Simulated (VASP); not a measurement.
# Ni (Fm-3m) in VASP: band structure with PBE

Aim: the band structure of Ni with PBE.

All numbers are computed with VASP 6.6.1; they aren't measurements. Logs are shortened: lines on timing, memory, paths and dates and some standing lists are left out, and cuts for length are marked.

## (1) Starting point

The structure is cubic, space group Fm-3m (No. 225). Conventional cell: a = 3.518 Å, b = 3.518 Å, c = 3.518 Å, α = 90.00°, β = 90.00°, γ = 90.00°. Around Ni (site symmetry m-3m) lie 12 Ni at 2.49 Å.

## (2) Band structure, PBE, collinear spin, ferromagnetic start

Contents of POSCAR:

```
Ni                                      
1.0
    0.0000000000      1.7590701493      1.7590701493
    1.7590701493      0.0000000000      1.7590701493
    1.7590701493      1.7590701493      0.0000000000
  Ni            
     1
Direct
     0.0000000000000000    0.0000000000000000    0.0000000000000000
```

Contents of INCAR.step1:

```
SYSTEM = Ni
ALGO = Normal
EDIFF = 1E-7
ENCUT = 520
GGA = PE
ISIF = 2
ISMEAR = 0
ISPIN = 2
LASPH = .TRUE.
LCHARG = .TRUE.
LMAXMIX = 4
LORBIT = 11
LREAL = .FALSE.
LWAVE = .FALSE.
MAGMOM = 0.8
NBANDS = 15
NELM = 100
PREC = Accurate
SIGMA = 0.1
```

Contents of KPOINTS.step1:

```
k-points
0
G
  20 20 20
  0 0 0
```

Contents of INCAR.step2:

```
SYSTEM = Ni
ALGO = Normal
EDIFF = 1E-7
ENCUT = 520
GGA = PE
ICHARG = 11
ISIF = 2
ISMEAR = 0
ISPIN = 2
LASPH = .TRUE.
LCHARG = .FALSE.
LMAXMIX = 4
LORBIT = 11
LREAL = .FALSE.
LWAVE = .FALSE.
MAGMOM = 0.8
NBANDS = 15
NELM = 100
PREC = Accurate
SIGMA = 0.05
```

Contents of KPOINTS.step2:

```
path GXWKGLUWLK,UX
10
line-mode
reciprocal
 0.0000000000  0.0000000000  0.0000000000  G
 0.5000000000  0.0000000000  0.5000000000  X

 0.5000000000  0.0000000000  0.5000000000  X
 0.5000000000  0.2500000000  0.7500000000  W

 0.5000000000  0.2500000000  0.7500000000  W
 0.3750000000  0.3750000000  0.7500000000  K

 0.3750000000  0.3750000000  0.7500000000  K
 0.0000000000  0.0000000000  0.0000000000  G

 0.0000000000  0.0000000000  0.0000000000  G
 0.5000000000  0.5000000000  0.5000000000  L

 0.5000000000  0.5000000000  0.5000000000  L
 0.6250000000  0.2500000000  0.6250000000  U

 0.6250000000  0.2500000000  0.6250000000  U
 0.5000000000  0.2500000000  0.7500000000  W

 0.5000000000  0.2500000000  0.7500000000  W
 0.5000000000  0.5000000000  0.5000000000  L

 0.5000000000  0.5000000000  0.5000000000  L
 0.3750000000  0.3750000000  0.7500000000  K

 0.6250000000  0.2500000000  0.6250000000  U
 0.5000000000  0.0000000000  0.5000000000  X
```

Potentials or basis: VASP PAW PBE potentials, release 64 (Ni).

On the command line:

```bash
$ cat potpaw_PBE.64/Ni/POTCAR > POTCAR
$ cp INCAR.step1 INCAR
$ cp KPOINTS.step1 KPOINTS
$ mpirun -np 1 vasp_std > vasp.out
$ cp INCAR.step2 INCAR
$ cp KPOINTS.step2 KPOINTS
$ mpirun -np 1 vasp_std > vasp.out
```

OUTCAR:

```text
SYSTEM = Ni
   EDIFF = 1E-7
   ENCUT = 520
   GGA = PE
   ICHARG = 11
   ISIF = 2
   ISMEAR = 0
   ISPIN = 2
   LASPH = .TRUE.
   LORBIT = 11
   LREAL = .FALSE.
   NELM = 100
   PREC = Accurate

 ion  position               nearest neighbor table
   1  0.000  0.000  0.000-

  LATTYP: Found a face centered cubic cell.
 ALAT       =     3.5181402986

  Lattice vectors:

 A1 = (   0.0000000000,   1.7590701493,   1.7590701493)
 A2 = (   1.7590701493,   0.0000000000,   1.7590701493)
 A3 = (   1.7590701493,   1.7590701493,   0.0000000000)

Analysis of symmetry for initial positions (statically):
=====================================================================
 Subroutine PRICEL returns:
 Original cell was already a primitive cell.

 Routine SETGRP: Setting up the symmetry group for a
 face centered cubic supercell.

 Subroutine GETGRP returns: Found 48 space group operations
 (whereof 48 operations were pure point group operations)
 out of a pool of 48 trial point group operations.

The static configuration has the point symmetry O_h .

Analysis of symmetry for dynamics (positions and initial velocities):
=====================================================================
 Subroutine PRICEL returns:
 Original cell was already a primitive cell.

 Routine SETGRP: Setting up the symmetry group for a
 face centered cubic supercell.

 Subroutine GETGRP returns: Found 48 space group operations
 (whereof 48 operations were pure point group operations)
 out of a pool of 48 trial point group operations.

The dynamic configuration has the point symmetry O_h .

Analysis of structural, dynamic, and magnetic symmetry:
=====================================================================
 Subroutine PRICEL returns:
 Original cell was already a primitive cell.

 Routine SETGRP: Setting up the symmetry group for a
 face centered cubic supercell.

 Subroutine GETGRP returns: Found 48 space group operations
 (whereof 48 operations were pure point group operations)
 out of a pool of 48 trial point group operations.

The overall configuration has the point symmetry O_h .

 Subroutine INISYM returns: Found 48 space group operations
 (whereof 48 operations are pure point group operations),
 and found     1 'primitive' translations

----------------------------------------------------------------------------------------

                                     Primitive cell

  volume of cell :      10.8863

  direct lattice vectors                    reciprocal lattice vectors
     0.000000000  1.759070149  1.759070149    -0.284241081  0.284241081  0.284241081
     1.759070149  0.000000000  1.759070149     0.284241081 -0.284241081  0.284241081
     1.759070149  1.759070149  0.000000000     0.284241081  0.284241081 -0.284241081

  length of vectors
     2.487700862  2.487700862  2.487700862     0.492319993  0.492319993  0.492319993

  position of ions in fractional coordinates (direct lattice)
     0.000000000  0.000000000  0.000000000

  ion indices of the primitive-cell ions
   primitive index   ion index
                 1           1

----------------------------------------------------------------------------------------

 KPOINTS: path GXWKGLUWLK,UX

Interpolating k-points between supplied coordinates.

 Line segments in fractional coordinates (reciprocal lattice):
    0.000000  0.000000  0.000000  ...  0.500000  0.000000  0.500000
    0.500000  0.000000  0.500000  ...  0.500000  0.250000  0.750000
    0.500000  0.250000  0.750000  ...  0.375000  0.375000  0.750000
    0.375000  0.375000  0.750000  ...  0.000000  0.000000  0.000000
    0.000000  0.000000  0.000000  ...  0.500000  0.500000  0.500000
    0.500000  0.500000  0.500000  ...  0.625000  0.250000  0.625000
    0.625000  0.250000  0.625000  ...  0.500000  0.250000  0.750000
    0.500000  0.250000  0.750000  ...  0.500000  0.500000  0.500000
    0.500000  0.500000  0.500000  ...  0.375000  0.375000  0.750000
    0.625000  0.250000  0.625000  ...  0.500000  0.000000  0.500000

 Generated    10 points on each line segment, for a total of    100 k-points:

 Following reciprocal coordinates:
            Coordinates               Weight
  0.000000  0.000000  0.000000      0.010000
  0.055556  0.000000  0.055556      0.010000
  0.111111  0.000000  0.111111      0.010000
  0.166667  0.000000  0.166667      0.010000
  0.222222  0.000000  0.222222      0.010000
  0.277778  0.000000  0.277778      0.010000
[... 16 lines left out ...]
  0.472222  0.277778  0.750000      0.010000
  0.458333  0.291667  0.750000      0.010000
 [... further k-points ...]
   k-points           NKPTS =    100   k-points in BZ     NKDIM =    100   number of bands    NBANDS=     15
   number of dos      NEDOS =    301   number of ions     NIONS =      1
   total plane-waves  NPLWV =   8000
   dimension x,y,z NGX =    20 NGY =   20 NGZ =   20
   dimension x,y,z NGXF=    40 NGYF=   40 NGZF=   40
   ions per type =               1
   NGX,Y,Z   is equivalent  to a cutoff of  13.37, 13.37, 13.37 a.u.
   NGXF,Y,Z  is equivalent  to a cutoff of  26.73, 26.73, 26.73 a.u.
 SYSTEM =  Ni
   PREC   = accura    normal or accurate (medium, high low for compatibility)
   ISTART =      0    job   : 0-new  1-cont  2-samecut
   ICHARG =     11    charge: 1-file 2-atom 10-const
   ISPIN  =      2    spin polarized calculation?
   LNONCOLLINEAR =      F non collinear calculations
   LSORBIT =      F    spin-orbit coupling
   LASPH  =      T    aspherical Exc in radial PAW
   ENCUT  =  520.0 eV  38.22 Ry    6.18 a.u.   4.63  4.63  4.63*2*pi/ulx,y,z
   NELM   =    100;   NELMIN=  2; NELMDL=  0     # of ELM steps
   EDIFF  = 0.1E-06   stopping-criterion for ELM
   LREAL  =      F    real-space projection
   EDIFFG = 0.1E-05   stopping-criterion for IOM
   NSW    =      0    number of steps for IOM
   IBRION =     -1    ionic relax: 0-MD 1-quasi-New 2-CG
   NFREE  =      0    steps in history (QN), initial steepest desc. (CG)
   ISIF   =      2    stress and relaxation
   ISYM   =      2    0-nonsym 1-usesym 2-fastsym
   POTIM  = 0.5000    time-step for ionic-motion
   TEBEG  =    0.0;   TEEND  =   0.0 temperature during run
   PSTRESS=    0.0 pullay stress
   NELECT =      10.0000    total number of electrons
   NUPDOWN=      -1.0000    fix difference up-down
   EMIN   =  10.00;   EMAX   =-10.00  energy-range for DOS
   EFERMI =   0.00;   METHOD = LEGACY
   ISMEAR =     0;   SIGMA  =   0.05  broadening in eV -4-tet -1-fermi 0-gaus
   EFERMI_NEDOS =   21; number of points for ismear=-14 and -15
   IALGO  =     38    algorithm
   IMIX   =      4    mixing-type and parameters
     AMIX     =   0.40;   BMIX     =  1.00
     AMIX_MAG =   1.60;   BMIX_MAG =  1.00
  volume/ion in A,a.u.               =      10.89        73.46
  Fermi-wavevector in a.u.,A,eV,Ry     =   1.591409  3.007326 34.457857  2.532581
  Thomas-Fermi vector in A             =   2.689953
   LORBIT       =     11    0 simple, 1 ext, 2 COOP (PROOUT), +10 PAW based schemes
   GGA     = PE    functional components
   LHFCALC =     F    Hartree Fock is set to
   AEXX    =    0.0000 exact exchange contribution
   IVDW    =     0    specifies the selected vdW correction
   LEPSILON=     F    determine dielectric tensor
   LRPA    =     F    only Hartree local field effects (RPA)
 spin polarized calculation
 Gauss-broadening in eV      SIGMA  =   0.05
  energy-cutoff  :      520.00
  volume of cell :       10.89
 maximum number of plane-waves:       304
 NGX is ok and might be reduce to    20

 number of electron      10.0000009 magnetization       0.6283642

 Free energy of the ion-electron system (eV)
  ---------------------------------------------------
  ext. energy  EPLUGINS =         0.00000000
  ---------------------------------------------------
  free energy    TOTEN  =        -4.66222863 eV

  energy without entropy =       -4.65807347  energy(sigma->0) =       -4.66015105

 E-fermi :   9.5279     XC(G=0): -13.2522

 val. band max:        9.5201031532   @ k =   0.5000   0.5000   0.5000
 cond. band min:       9.5308686267   @ k =   0.5972   0.2500   0.6528
 fundamental gap:      0.0107654735
 Fermi energy:         9.5279256866

 spin component 1

 k-point     1 :       0.0000    0.0000    0.0000
  band No.  band energies     occupation
      1       0.3625      1.00000
      2       6.9312      1.00000
      3       6.9312      1.00000
      4       6.9312      1.00000
      5       8.1091      1.00000
      6       8.1091      1.00000
      7      33.0880      0.00000
      8      36.9436      0.00000
      9      36.9436      0.00000
     10      36.9436      0.00000
     11      39.8786      0.00000
     12      39.8786      0.00000
     13      39.8786      0.00000
     14      42.8465      0.00000
[... 401 lines left out ...]
      2       5.9358      1.00000
      3       6.6998      1.00000
      4       8.1056      1.00000
      5       8.8400      1.00000
      6      16.0122      0.00000
      7      17.2517      0.00000
      8      19.4724      0.00000
      9      21.7982      0.00000
     10      36.6205      0.00000
     11      41.6596      0.00000
     12      42.5148      0.00000
     13      48.1734      0.00000
     14      55.6737      0.00000
     15      55.8892      0.00000

 [... further k-points ...]

 spin component 2

 k-point     1 :       0.0000    0.0000    0.0000
  band No.  band energies     occupation
      1       0.3265      1.00000
      2       7.6888      1.00000
      3       7.6888      1.00000
      4       7.6888      1.00000
      5       8.6955      1.00000
      6       8.6955      1.00000
      7      32.9233      0.00000
      8      36.9235      0.00000
      9      36.9235      0.00000
     10      36.9235      0.00000
     11      39.9793      0.00000
     12      39.9793      0.00000
     13      39.9793      0.00000
     14      42.7225      0.00000
[... 401 lines left out ...]
      2       6.5387      1.00000
      3       7.3167      1.00000
      4       8.6714      1.00000
      5       9.7051      0.00000
      6      16.2015      0.00000
      7      17.4313      0.00000
      8      19.6456      0.00000
      9      21.9092      0.00000
     10      36.6410      0.00000
     11      41.7468      0.00000
     12      42.4857      0.00000
     13      48.3575      0.00000
     14      55.8184      0.00000
     15      57.1356      0.00000

 [... further k-points ...]

------------------------ aborting loop because EDIFF is reached ----------------------------------------

  FORCE on cell =-STRESS in cart. coord.  units (eV):
  Direction    XX          YY          ZZ          XY          YZ          ZX
  --------------------------------------------------------------------------------------
  -------------------------------------------------------------------------------------
  Total       14.6639715     14.6639715     14.6639715      0.0000000      0.0000000      0.0000000
  in kB     2158.1554255   2158.1554255   2158.1554255      0.0000000      0.0000000      0.0000000
  external PRESSURE =    2158.1554255 kB  Pullay stress =       0.0000000 kB

 VOLUME and BASIS-vectors are now :
 -----------------------------------------------------------------------------
  energy-cutoff  :      520.00
  volume of cell :       10.89
      direct lattice vectors                 reciprocal lattice vectors
     0.000000000  1.759070149  1.759070149    -0.284241081  0.284241081  0.284241081
     1.759070149  0.000000000  1.759070149     0.284241081 -0.284241081  0.284241081
     1.759070149  1.759070149  0.000000000     0.284241081  0.284241081 -0.284241081

 POSITION                                       TOTAL-FORCE (eV/Angst)
 -----------------------------------------------------------------------------------
      0.00000      0.00000      0.00000        -0.000000     -0.000000     -0.000000
 -----------------------------------------------------------------------------------
    total drift:                                0.000000      0.000000      0.000000

  FREE ENERGIE OF THE ION-ELECTRON SYSTEM (eV)
  ---------------------------------------------------
  free  energy   TOTEN  =        -4.6622286340 eV

  energy  without entropy=       -4.6580734669  energy(sigma->0) =       -4.66015105

 total charge

# of ion       s       p       d       tot
------------------------------------------
    1        0.369   0.441   8.551   9.361

 magnetization (x)

# of ion       s       p       d       tot
------------------------------------------
    1       -0.005  -0.029   0.595   0.561
```

It took 48 s on 1 thread of Intel Xeon 6975P-C (Granite Rapids), shared host; peak memory 0.17 GiB.

Results:

```yaml
Band_gap_along_the_path: none (metal or under the smearing width)
Net_moment: 0.63 μB per cell
```

Levels at the corners of the path, in eV from the Fermi level:
Spin up:
| point | band 3 | band 4 | band 5 | band 6 | band 7 | band 8 |
| --- | --- | --- | --- | --- | --- | --- |
| Γ | -2.44 | -2.44 | -1.26 | -1.26 | 23.72 | 27.57 |
| X | -0.55 | -0.48 | -0.48 | 2.45 | 9.21 | 14.82 |
| X | -0.55 | -0.48 | -0.48 | 2.45 | 9.21 | 14.82 |
| W | -3.07 | -1.33 | -0.48 | 7.73 | 7.73 | 9.96 |
| W | -3.07 | -1.33 | -0.48 | 7.73 | 7.73 | 9.96 |
| K | -2.12 | -1.10 | -0.73 | 5.71 | 7.28 | 9.94 |
| K | -2.12 | -1.10 | -0.73 | 5.71 | 7.28 | 9.94 |
| Γ | -2.44 | -2.44 | -1.26 | -1.26 | 23.72 | 27.57 |
| Γ | -2.44 | -2.44 | -1.26 | -1.26 | 23.72 | 27.57 |
| L | -2.42 | -0.61 | -0.61 | -0.29 | 5.65 | 22.21 |
| L | -2.42 | -0.61 | -0.61 | -0.29 | 5.65 | 22.21 |
| U | -2.12 | -1.10 | -0.73 | 5.71 | 7.28 | 9.94 |
| U | -2.12 | -1.10 | -0.73 | 5.71 | 7.28 | 9.94 |
| W | -3.07 | -1.33 | -0.48 | 7.73 | 7.73 | 9.96 |
| W | -3.07 | -1.33 | -0.48 | 7.73 | 7.73 | 9.96 |
| L | -2.42 | -0.61 | -0.61 | -0.29 | 5.65 | 22.21 |
| L | -2.42 | -0.61 | -0.61 | -0.29 | 5.65 | 22.21 |
| K | -2.12 | -1.10 | -0.73 | 5.71 | 7.28 | 9.94 |
| U | -2.12 | -1.10 | -0.73 | 5.71 | 7.28 | 9.94 |
| X | -0.55 | -0.48 | -0.48 | 2.45 | 9.21 | 14.82 |
Spin down:
```
point  band 2  band 3  band 4  band 5  band 6  band 7
    Γ   -1.68   -1.68   -1.68   -0.67   -0.67   23.55
    X   -3.58    0.06    0.39    0.39    2.40    9.45
    X   -3.58    0.06    0.39    0.39    2.40    9.45
    W   -2.46   -2.46   -0.77    0.39    7.90    7.90
    W   -2.46   -2.46   -0.77    0.39    7.90    7.90
    K   -3.17   -1.49   -0.52    0.12    5.92    7.46
    K   -3.17   -1.49   -0.52    0.12    5.92    7.46
    Γ   -1.68   -1.68   -1.68   -0.67   -0.67   23.55
    Γ   -1.68   -1.68   -1.68   -0.67   -0.67   23.55
    L   -1.80   -1.80   -0.36    0.15    0.15    6.08
    L   -1.80   -1.80   -0.36    0.15    0.15    6.08
    U   -3.17   -1.49   -0.52    0.12    5.92    7.46
    U   -3.17   -1.49   -0.52    0.12    5.92    7.46
    W   -2.46   -2.46   -0.77    0.39    7.90    7.90
    W   -2.46   -2.46   -0.77    0.39    7.90    7.90
    L   -1.80   -1.80   -0.36    0.15    0.15    6.08
    L   -1.80   -1.80   -0.36    0.15    0.15    6.08
    K   -3.17   -1.49   -0.52    0.12    5.92    7.46
    U   -3.17   -1.49   -0.52    0.12    5.92    7.46
    X   -3.58    0.06    0.39    0.39    2.40    9.45
```

Caveat: the log is that of the step along the path at fixed density, whose energy, stress, charges and moments have no meaning.
